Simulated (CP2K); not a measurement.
# La (P6_3/mmc) in CP2K: further runs, part 2 of 2

CP2K 2026.2.

## (3) Band structure, PBE

la_bands.inp

```
&GLOBAL
  PROJECT la_bands
  RUN_TYPE ENERGY_FORCE
  PRINT_LEVEL LOW
&END GLOBAL
&FORCE_EVAL
  METHOD QS
  STRESS_TENSOR ANALYTICAL
  &DFT
    BASIS_SET_FILE_NAME BASIS_MOLOPT_UCL
    POTENTIAL_FILE_NAME GTH_POTENTIALS
    &MGRID
      CUTOFF 450
      REL_CUTOFF 60
      NGRIDS 5
    &END MGRID
    &QS
      METHOD GPW
      EPS_DEFAULT 1.0E-10
    &END QS
    &KPOINTS
      SCHEME MONKHORST-PACK 8 8 5
      GAMMA_CENTERED T
      SYMMETRY T
      SYMMETRY_BACKEND SPGLIB
    &END KPOINTS
    &SCF
      SCF_GUESS ATOMIC
      EPS_SCF 1.0E-6
      MAX_SCF 100
      ADDED_MOS 20
      CHOLESKY OFF
      EPS_EIGVAL 1.0E-7
      &DIAGONALIZATION ON
        ALGORITHM STANDARD
      &END DIAGONALIZATION
      &MIXING ON
        METHOD BROYDEN_MIXING
        ALPHA 0.4
        BETA 1.5
        NBUFFER 8
      &END MIXING
      &SMEAR ON
        METHOD FERMI_DIRAC
        ELECTRONIC_TEMPERATURE [K] 580.226
      &END SMEAR
    &END SCF
    &XC
      &XC_FUNCTIONAL PBE
      &END XC_FUNCTIONAL
    &END XC
    &PRINT
      &KPOINTS ON
      &END KPOINTS
      &MULLIKEN ON
      &END MULLIKEN
      &MO ON
        ENERGIES T
        OCCUPATION_NUMBERS T
        &EACH
          QS_SCF 0
        &END EACH
        ADD_LAST NUMERIC
      &END MO
      &BAND_STRUCTURE
        FILE_NAME bands.bs
        ADDED_MOS 6
        &KPOINT_SET
          UNITS B_VECTOR
          NPOINTS 8
          SPECIAL_POINT GAMMA 0.00000000 0.00000000 0.00000000
          SPECIAL_POINT M 0.50000000 0.00000000 0.00000000
          SPECIAL_POINT K 0.33333333 0.33333333 0.00000000
          SPECIAL_POINT GAMMA 0.00000000 0.00000000 0.00000000
          SPECIAL_POINT A 0.00000000 0.00000000 0.50000000
          SPECIAL_POINT L 0.50000000 0.00000000 0.50000000
          SPECIAL_POINT H 0.33333333 0.33333333 0.50000000
          SPECIAL_POINT A 0.00000000 0.00000000 0.50000000
        &END KPOINT_SET
        &KPOINT_SET
          UNITS B_VECTOR
          NPOINTS 8
          SPECIAL_POINT L 0.50000000 0.00000000 0.50000000
          SPECIAL_POINT M 0.50000000 0.00000000 0.00000000
        &END KPOINT_SET
        &KPOINT_SET
          UNITS B_VECTOR
          NPOINTS 8
          SPECIAL_POINT K 0.33333333 0.33333333 0.00000000
          SPECIAL_POINT H 0.33333333 0.33333333 0.50000000
        &END KPOINT_SET
      &END BAND_STRUCTURE
    &END PRINT
  &END DFT
  &SUBSYS
    &CELL
      A 3.7500000000 0.0000000000 0.0000000000
      B -1.8750000000 3.2475952642 0.0000000000
      C 0.0000000000 0.0000000000 6.0700000000
      PERIODIC XYZ
    &END CELL
    &COORD
      SCALED
      La  0.6666666667 0.3333333333 0.7500000000
      La  0.3333333333 0.6666666667 0.2500000000
    &END COORD
    &KIND La
      BASIS_SET DZVP-MOLOPT-SR-GTH-q11
      POTENTIAL GTH-PADE-q11
    &END KIND
    &PRINT
      &ATOMIC_COORDINATES ON
      &END ATOMIC_COORDINATES
      &CELL ON
      &END CELL
    &END PRINT
  &END SUBSYS
  &PRINT
    &FORCES ON
    &END FORCES
    &STRESS_TENSOR ON
    &END STRESS_TENSOR
  &END PRINT
&END FORCE_EVAL
```

Potentials or basis: GTH_POTENTIALS La GTH-PADE-q11; DZVP-MOLOPT-SR-GTH basis.

Command:

```
$ OMP_NUM_THREADS=1 cp2k.psmp -i la_bands.inp -o la_bands.out
```

Wall time 90 s (1 thread of AMD EPYC 7R43 (Zen 3), shared host); peak memory 0.4 GiB.

The run converged. Its results:

- Free energy: -1730.9766 eV
- Pressure: 2.1 GPa
- Band gap on the k mesh: none (metal or under the smearing width)

Stress tensor (GPa, compression positive):
```
2.07 0.00 0.00
0.00 2.07 0.00
0.00 0.00 2.17
```

Levels at the corners of the path, in eV from the Fermi level:
```tsv
point	band 7	band 8	band 9	band 10	band 11	band 12	band 13	band 14	band 15	band 16
Γ	-16.31	-16.28	-3.29	-1.82	1.35	1.35	1.36	1.98	1.98	2.42
M	-16.61	-16.47	-1.67	-1.23	-1.22	1.17	1.29	1.49	2.14	3.98
K	-16.82	-16.82	-1.34	-0.05	-0.05	0.18	0.96	0.96	2.32	3.96
Γ	-16.31	-16.28	-3.29	-1.82	1.35	1.35	1.36	1.98	1.98	2.42
A	-16.40	-16.40	-1.96	-1.96	0.74	0.74	1.33	1.33	1.33	1.33
L	-16.63	-16.63	-1.72	-1.72	-0.42	-0.42	2.56	2.56	2.57	2.57
H	-16.52	-16.52	-0.65	-0.65	-0.25	-0.25	1.03	1.03	2.22	2.22
A	-16.40	-16.40	-1.96	-1.96	0.74	0.74	1.33	1.33	1.33	1.33
L	-16.63	-16.63	-1.72	-1.72	-0.42	-0.42	2.56	2.56	2.57	2.57
M	-16.61	-16.47	-1.67	-1.23	-1.22	1.17	1.29	1.49	2.14	3.98
K	-16.82	-16.82	-1.34	-0.05	-0.05	0.18	0.96	0.96	2.32	3.96
H	-16.52	-16.52	-0.65	-0.65	-0.25	-0.25	1.03	1.03	2.22	2.22
```

Caveat: the potentials were made for another functional, which shifts forces and pressure; spin-orbit coupling is left out, which moves the levels of the heavy elements; the basis of atomic orbitals isn't converged, which shifts pressures, moduli and gaps.

## (4) Band structure, PBE

la_bands.inp, as its differences from that of step 3:

```diff
@@ -108,3 +108,3 @@
       BASIS_SET DZVP-MOLOPT-SR-GTH-q11
-      POTENTIAL GTH-PADE-q11
+      POTENTIAL GTH-PBE-q11
     &END KIND
```

Potentials or basis: GTH_POTENTIALS La GTH-PBE-q11; DZVP-MOLOPT-SR-GTH basis.

Command:

```
$ OMP_NUM_THREADS=1 cp2k.psmp -i la_bands.inp -o la_bands.out
```

Run time: 89 s. Hardware: 1 thread of AMD EPYC 7R43 (Zen 3), shared host; peak memory 0.4 GiB.

Results (log left out):

- Free energy: -1723.6100 eV
- Pressure: 2.2 GPa
- Band gap on the k mesh: none (metal or under the smearing width)

Stress tensor (GPa, compression positive):
```
2.21 0.00 0.00
0.00 2.21 0.00
0.00 0.00 2.31
```

Levels at the corners of the path, in eV from the Fermi level:
| point | band 9 | band 10 | band 11 | band 12 | band 13 | band 14 |
| --- | --- | --- | --- | --- | --- | --- |
| Γ | -3.28 | -1.82 | 1.35 | 1.35 | 1.35 | 1.98 |
| M | -1.69 | -1.22 | -1.22 | 1.17 | 1.33 | 1.50 |
| K | -1.36 | -0.02 | -0.02 | 0.21 | 0.96 | 0.96 |
| Γ | -3.28 | -1.82 | 1.35 | 1.35 | 1.35 | 1.98 |
| A | -1.94 | -1.94 | 0.74 | 0.74 | 1.33 | 1.33 |
| L | -1.73 | -1.73 | -0.43 | -0.43 | 2.55 | 2.55 |
| H | -0.67 | -0.67 | -0.25 | -0.25 | 1.05 | 1.05 |
| A | -1.94 | -1.94 | 0.74 | 0.74 | 1.33 | 1.33 |
| L | -1.73 | -1.73 | -0.43 | -0.43 | 2.55 | 2.55 |
| M | -1.69 | -1.22 | -1.22 | 1.17 | 1.33 | 1.50 |
| K | -1.36 | -0.02 | -0.02 | 0.21 | 0.96 | 0.96 |
| H | -0.67 | -0.67 | -0.25 | -0.25 | 1.05 | 1.05 |

Caveat: spin-orbit coupling is left out, which moves the levels of the heavy elements; the basis of atomic orbitals isn't converged, which shifts pressures, moduli and gaps.

## (5) Band structure, PBE

la_bands.inp, as its differences from that of step 4:

```diff
@@ -10,3 +10,3 @@
     BASIS_SET_FILE_NAME BASIS_MOLOPT_UCL
-    POTENTIAL_FILE_NAME GTH_POTENTIALS
+    POTENTIAL_FILE_NAME POTENTIAL_UZH
     &MGRID
@@ -108,3 +108,3 @@
       BASIS_SET DZVP-MOLOPT-SR-GTH-q11
-      POTENTIAL GTH-PBE-q11
+      POTENTIAL GTH-SCAN-q11
     &END KIND
```

Potentials or basis: POTENTIAL_UZH La GTH-SCAN-q11; DZVP-MOLOPT-SR-GTH basis.

Command:

```
$ OMP_NUM_THREADS=1 cp2k.psmp -i la_bands.inp -o la_bands.out
```

Run time: 1.7 min. Hardware: 1 thread of AMD EPYC 7R43 (Zen 3), shared host; peak memory 0.4 GiB.

It converged, with:

| Property | Result |
| --- | --- |
| Free energy | -1723.5230 eV |
| Pressure | -0.7 GPa |
| Band gap on the k mesh | none (metal or under the smearing width) |

Stress tensor (GPa, compression positive):
```
-0.54  0.00  0.00
 0.00 -0.54  0.00
 0.00  0.00 -1.10
```

Levels at the corners of the path, in eV from the Fermi level:
| point | band 7 | band 8 | band 9 | band 10 | band 11 | band 12 | band 13 | band 14 | band 15 | band 16 |
| --- | --- | --- | --- | --- | --- | --- | --- | --- | --- | --- |
| Γ | -15.57 | -15.55 | -3.13 | -1.70 | 1.09 | 1.38 | 1.38 | 1.66 | 1.77 | 1.82 |
| M | -15.90 | -15.72 | -1.57 | -1.14 | -1.10 | 1.19 | 1.31 | 1.35 | 1.61 | 2.15 |
| K | -16.12 | -16.12 | -1.30 | 0.10 | 0.10 | 0.31 | 0.86 | 0.86 | 1.77 | 1.77 |
| Γ | -15.57 | -15.55 | -3.13 | -1.70 | 1.09 | 1.38 | 1.38 | 1.66 | 1.77 | 1.82 |
| A | -15.66 | -15.66 | -1.82 | -1.82 | 0.54 | 0.54 | 1.45 | 1.45 | 1.45 | 1.45 |
| L | -15.90 | -15.90 | -1.62 | -1.62 | -0.37 | -0.37 | 1.62 | 1.62 | 1.88 | 1.88 |
| H | -15.78 | -15.78 | -0.61 | -0.61 | -0.26 | -0.26 | 0.94 | 0.94 | 1.61 | 1.61 |
| A | -15.66 | -15.66 | -1.82 | -1.82 | 0.54 | 0.54 | 1.45 | 1.45 | 1.45 | 1.45 |
| L | -15.90 | -15.90 | -1.62 | -1.62 | -0.37 | -0.37 | 1.62 | 1.62 | 1.88 | 1.88 |
| M | -15.90 | -15.72 | -1.57 | -1.14 | -1.10 | 1.19 | 1.31 | 1.35 | 1.61 | 2.15 |
| K | -16.12 | -16.12 | -1.30 | 0.10 | 0.10 | 0.31 | 0.86 | 0.86 | 1.77 | 1.77 |
| H | -15.78 | -15.78 | -0.61 | -0.61 | -0.26 | -0.26 | 0.94 | 0.94 | 1.61 | 1.61 |

Caveat: the potentials were made for another functional, which shifts forces and pressure; spin-orbit coupling is left out, which moves the levels of the heavy elements; the basis of atomic orbitals isn't converged, which shifts pressures, moduli and gaps.

## (6) Band structure, PBE

la_bands.inp, as its differences from that of step 5:

```diff
@@ -108,3 +108,3 @@
       BASIS_SET DZVP-MOLOPT-SR-GTH-q11
-      POTENTIAL GTH-SCAN-q11
+      POTENTIAL GTH-PBE0-q11
     &END KIND
```

Potentials or basis: POTENTIAL_UZH La GTH-PBE0-q11; DZVP-MOLOPT-SR-GTH basis.

Command:

```
$ OMP_NUM_THREADS=1 cp2k.psmp -i la_bands.inp -o la_bands.out
```

Wall time 93 s (1 thread of AMD EPYC 7R43 (Zen 3), shared host); peak memory 0.4 GiB.

It converged, with:

```yaml
Free_energy: -1727.5642 eV
Pressure: 0.8 GPa
Band_gap_on_the_k_mesh: none (metal or under the smearing width)
```

Stress tensor (GPa, compression positive):
```
0.70 0.00 0.00
0.00 0.70 0.00
0.00 0.00 0.91
```

Levels at the corners of the path, in eV from the Fermi level:
```
point  band 8  band 9  band 10  band 11  band 12  band 13  band 14  band 15
    Γ  -15.91   -3.29    -1.82     1.38     1.38     1.39     2.01     2.01
    M  -16.09   -1.68    -1.22    -1.22     1.20     1.25     1.49     2.15
    K  -16.46   -1.35    -0.05    -0.05     0.17     0.96     0.96     2.32
    Γ  -15.91   -3.29    -1.82     1.38     1.38     1.39     2.01     2.01
    A  -16.03   -1.97    -1.97     0.73     0.73     1.36     1.36     1.36
    L  -16.25   -1.73    -1.73    -0.41    -0.41     2.49     2.49     2.60
    H  -16.14   -0.65    -0.65    -0.26    -0.26     1.02     1.02     2.25
    A  -16.03   -1.97    -1.97     0.73     0.73     1.36     1.36     1.36
    L  -16.25   -1.73    -1.73    -0.41    -0.41     2.49     2.49     2.60
    M  -16.09   -1.68    -1.22    -1.22     1.20     1.25     1.49     2.15
    K  -16.46   -1.35    -0.05    -0.05     0.17     0.96     0.96     2.32
    H  -16.14   -0.65    -0.65    -0.26    -0.26     1.02     1.02     2.25
```

Caveat: spin-orbit coupling is left out, which moves the levels of the heavy elements; the basis of atomic orbitals isn't converged, which shifts pressures, moduli and gaps.

## (7) Overview

| potentials or basis | potentials | gap on the mesh (eV) | pressure (GPa) |
| --- | --- | --- | --- |
| GTH_POTENTIALS La GTH-PBE-q11; DZVP-MOLOPT-SR-GTH basis | La GTH-PBE-q11 of GTH_POTENTIALS | none | 2.2 |
| GTH_POTENTIALS La GTH-PADE-q11; DZVP-MOLOPT-SR-GTH basis | La GTH-PADE-q11 of GTH_POTENTIALS | none | 2.1 |
| POTENTIAL_UZH La GTH-SCAN-q11; DZVP-MOLOPT-SR-GTH basis | La GTH-SCAN-q11 of POTENTIAL_UZH | none | -0.7 |
| POTENTIAL_UZH La GTH-PBE0-q11; DZVP-MOLOPT-SR-GTH basis | La GTH-PBE0-q11 of POTENTIAL_UZH | none | 0.8 |

Alike in all rows: task band structure; level PBE; no spin polarisation; cell as given; k mesh 8 × 8 × 5; smearing fermi-dirac 0.05 eV.

Caveats: spin-orbit coupling is left out, which moves the levels of the heavy elements; the basis of atomic orbitals isn't converged, which shifts pressures, moduli and gaps; the potentials were made for another functional, which shifts forces and pressure (some runs).

Total energies depend on the potentials used, so only differences within one code and one set of settings carry meaning.
